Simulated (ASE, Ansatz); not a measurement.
# Convergence of a linear-scaling basis for C(110) slab, H on both faces (210 atoms), part 2 of 2

Aim: test how closely localised support functions follow the reference on C(110) slab, H on both faces (210 atoms), and at what cost. A setting counts as converged where the r.m.s. difference of forces stays under 1 % of the r.m.s. force.

Ansatz 0.2.0; Kohn-Sham DFT, PBEsol, PAW (set soft_2), plane waves.

The cell: 150 C and 60 H. Beside vacuum, support functions can miss their usual error bounds without a warning. The Brillouin zone is sampled at Γ only, in a cell whose shortest periodic width is 11 Å.

So far: The starting structure; Plane-wave single point.

### Step 3. Structure statistics

These statistics describe the geometry on which the runs were made.

Normalised to the volume that the atoms fill. Pair distribution functions g(r), in bins of 0.2 Å:

```
r (Å)  total   C-C   C-H   H-H
 1.00   0.78  0.00  1.91  0.00
 1.20   0.32  0.00  0.80  0.00
 1.40   0.13  0.25  0.00  0.00
 1.60   2.32  4.55  0.00  0.00
 1.80   0.20  0.00  0.00  2.52
 2.00   0.18  0.00  0.06  1.93
 2.20   0.81  0.00  1.99  0.00
 2.40   0.70  1.03  0.00  2.13
 2.60   2.62  3.77  1.13  2.93
 2.80   0.68  0.10  1.54  0.00
 3.00   1.78  3.25  0.30  0.00
 3.20   0.07  0.00  0.18  0.00
 3.40   0.47  0.01  1.13  0.02
 3.60   0.70  1.09  0.11  1.23
 3.80   0.62  1.17  0.06  0.00
 4.00   0.78  0.60  0.96  0.94
 4.20   0.45  0.03  1.07  0.06
 4.40   1.93  2.65  0.93  2.48
 4.60   1.02  1.54  0.57  0.00
 4.80   0.04  0.01  0.10  0.00
 5.00   0.91  0.87  1.01  0.63
 5.20   0.99  1.28  0.70  0.60
 5.40   0.69  0.30  1.30  0.00
 5.60   0.71  1.27  0.16  0.00
 5.80   0.50  0.63  0.35  0.43
 6.00   0.24  0.03  0.54  0.03
 6.20   0.60  0.41  0.71  1.21
 6.40   0.92  0.94  1.01  0.38
```

Bonds by pair of elements; cutoffs follow the first minimum of g(r), held within bounds set by covalent radii, and pairs that aren't listed don't count as bonded:

```
pair A-B  cutoff (Å)  bonds  mean length (Å)  spread (Å)  shortest (Å)  B about A  A about B
     C-C        1.85    270             1.54       0.028          1.47        3.6        3.6
     C-H        1.34     60             1.09        0.03          1.01        0.4          1
```

How many atoms have how many bonded neighbours:

```
element  mean   1    4
      C     4   0  150
      H     1  60    0
```

Bond angles, per cent of each kind in bins of 5°:

```
angle (°)  C-C-C  C-C-H
  100–105    0.1    1.1
  105–110   62.6   62.2
  110–115   37.2   36.7
```

Bond angles (no mean is given where the spread exceeds 20°):

```
angle  count  mean (°)  spread (°)
C-C-C    720       110         1.6
C-C-H    180       109         1.9
```

Counting bonds as in the table, all C atoms have 4 and all H atoms have 1 bonded neighbour. The C-C-C angle averages 110° with a spread of 1.6°.

The surroundings of C150, which bears the longest force, nearest first, numbered as they follow in the input and with coordinates relative to it.

```
atom      x      y      z  distance (Å)  bonds  Löwdin charge (e)     Fx     Fy  Fz (eV/Å)
C150   0.00   0.00   0.00          0.00      4              -0.15  -0.60   3.58      -4.38
H210  -0.01  -0.58   0.83          1.01      1               0.18   0.00  -1.84       2.89
 C59   1.27   0.90  -0.04          1.56      4              -0.12  -0.86  -1.36       0.62
C147  -0.03  -0.89  -1.29          1.57      4               0.02   0.51   0.03       0.74
C149  -1.28   0.93  -0.03          1.59      4              -0.14   0.51  -3.39      -1.12
H173   1.20   1.54   0.87          2.14      1               0.14   0.38  -0.39      -0.13
H209  -1.26   1.51   0.85          2.15      1               0.17  -0.08   0.92       1.29
 C28   1.26  -1.76  -1.25          2.50      4               0.02  -0.15  -0.66      -2.31
```

The column of bonds counts only the pairs C-C within 1.85 Å, C-H within 1.34 Å; other neighbours, such as metal atoms beside each other in a compound, aren't counted, and periodic images can show an atom twice.

### Step 4. Support functions medium

With localised support functions most steps grow linearly with size, though the diagonalisation grows faster unless the density matrix is cut; this run measures error and cost at this size.

This step: Kohn-Sham DFT, PBEsol, PAW (set soft_2), localised support functions (medium) (Ansatz 0.2.0).

Contents of input.yaml:

```yaml
crystal:
  lattice:
    - [12.61125, 0.0, 0.0]
    - [0.0, 10.701, 0.0]
    - [0.0, 0.0, 16.82446]
  atoms:
    [... the 210 atom lines of step 2 ...]
kpoints:
  mp_grid: { grid: [1, 1, 1] }
hamiltonian:
  xc: pbesol
scf:
  occupations: { method: fixed }
  eigensolver: { kind: { support_functions: { accuracy: medium } } }
  mixing: { beta: 0.4 }
  max_iter: 150
output:
  forces: true
  eigenvalues: true
```

Launch:

```console
$ ansatz run input.yaml --threads 8 --pin off --max-ram 15872MiB --backend cpu --events-out ev --progress --plain --runs-dir out
```

Numbers of over 12 decimals in the logs are rounded to 6 here.

Output:

```text
Warning: scf.eigensolver.kind.support_functions: disabling space-group detection — the functions' gradient is summed over unrotated k-points, so no spatial operation reduces the k-mesh or symmetrises the density; time reversal is kept, so that k and −k are solved as one point where they differ and the mesh holds both, and exact exchange and, on two spinor components, a DFT+U term hold to it where the run has them: [...]
settings of this run that can trade accuracy for cost: scf.eigensolver.kind.support_functions [...]
[...]
Crystal: 210 atoms, lattice volume = 2270.511 Å³
Basis set: ecut = 420 eV, 44373 PW (Γ), exchange–correlation on 180×144×240 points (8 copies of the dense FFT grid, shifted against one another)
Bands: 396, of which v1, the nominal top of the filled ones, is band 330 counted from 1 (329 counted from 0)
Symmetry: 1 space group operations
k-points: 1
[...]
SCF iter   1: F=—  HF=-37988.642210 eV  |F-HF|=—  |Δ(HF+E_count)|=         —  Δρ=8.76e-2  dr2=1.65e2  ethr=1.00e-1
[...]
SCF iter  11: F=—  HF=-37944.459496 eV  |F-HF|=—  |Δ(HF+E_count)|=   1.44e-3  Δρ=2.27e-5  dr2=1.08e-5  ethr=2.18e-8  κ⁻¹=6.9e-7(r=7)
SCF iter  12: F=-37944.460597 eV  HF=-37944.460597 eV  |F-HF|=2.35e-7  |Δ(HF+E_count)|=   1.10e-3  Δρ=1.03e-5  dr2=1.60e-6  ethr=1.63e-9
SCF 1 converged in 12 iterations: F = -37944.472694 eV  dr2 = 1.60e-6
[...]
SCF converged after 12 iterations
Stability not checked: this state was not tested for a lower state beside it, because the mixer in use, unlike msr1, does not test its closes by its own steps (another_mixer; see scf.mixing.algorithm and scf.lower_state_search)
Free energy (F): -37944.472694 eV
[...]
Internal energy: -37944.472694 eV  (E = F + TS)
E sigma→0 (E₀):  -37944.472694 eV
Fermi energy:    3.297190 eV
[...]
Σ components = -37944.472694   (vs F -37944.472694, Δ=0.00e0)
--- Forces (eV/Å), atoms counted from 1 ---
  atom   1  C      0.41966153    -0.82138528     2.39799495
  atom   2  C     -0.73261655     0.44345031     0.40449520
  atom   3  C      0.43415105     0.62239586    -0.34198208
  atom   4  C     -2.12262980    -0.77141379    -0.29403412
[...]
atom 210  H     -0.00378782    -1.83231713     2.87884111
  max |Σ_I F_I| component: 1.60e-3 eV/Å
--- Band table (eV) ---
[...]
```

Wall time 65 s (8 threads of Arm Neoverse V2, shared host); peak memory 4.7 GiB; 8.5 min of CPU time.

The program notes that the band table was not solved further than the SCF left it and it switched symmetry off.

Keys that differ from the reference: support_functions.accuracy = "medium", scf.max_iter = 150 and scf.mixing.beta = 0.4.

Forces differ from the reference by 4.2 meV/Å r.m.s., 0.41 % of their size, within a tolerance of 1 %; the energy by -3.9 meV/atom. It took 65 s and 12 cycles; the reference's time can't be set against it, since the two runs asked for unlike analyses.

### Step 5. All settings compared

Differences are against the plane-wave reference (Kohn-Sham DFT, PBEsol, PAW (set soft_2), plane waves), whose r.m.s. force component is 1.03 eV/Å. Energies are set beside the reference only for runs with its functional, potentials and electron count. Times are for 8 threads of Arm Neoverse V2, shared host. The reference's time includes the DOS and grids, which some other runs skip.

```
                     run  Δ force, r.m.s. (meV/Å)  share of r.m.s. force (%)  Δ energy (meV/atom)  Δ gap (eV)  cycles  time  host memory (GiB)
               reference                        -                          -                    -           -       8  32 s                3.2
support functions medium                     4.19                      0.407                -3.86      0.0023      12  65 s                4.7
```

### Step 6. Outcome

- free energy per atom: -180.6841 eV/atom
- r.m.s. force component: 1.03 eV/Å
- gap (highest filled to lowest empty level): 2.147 eV
- potential in mid-vacuum, over the Fermi level: 3.159 eV
- wall time of the 2 DFT runs: 98 s

Against plane waves at 420 eV, the forces differ by 4.2 meV/Å (0.41 %) with support functions medium. At 210 atoms the run with support functions medium takes roughly 2.0 times the time of plane waves (whose run also made extra analyses, so the like-for-like ratio is larger), in 12 SCF cycles against 8. Differences between support functions and plane waves include what basis error the plane-wave run still has.

Between filled and empty levels lie 2.15 eV at Γ alone; the mesh holds the band edges only if they fold onto it, so the gap at this level can be narrower or closed, and states at the surface or the caps may set it. The potential stands 3.16 eV above the highest filled level over the upper face and 3.16 eV under the lower one, a reading of the ionisation potential at this level on the run's k-points. Counting bonds as in the table, all C atoms have 4 and all H atoms have 1 bonded neighbour.

**Limits.** The geometry was built by rule, was displaced at random and isn't relaxed at this level: its force components are 1.0 eV/Å r.m.s.

[Logs are printed without paths, hosts, clocks, repeated set-up lines and the standing remarks that a program may print on its own settings, such as how far it seeks lower states.]

[Hosts, paths, dates, database ids (printed as entryN), source tags and the programs' standing remarks are cut or masked in the printed files.]
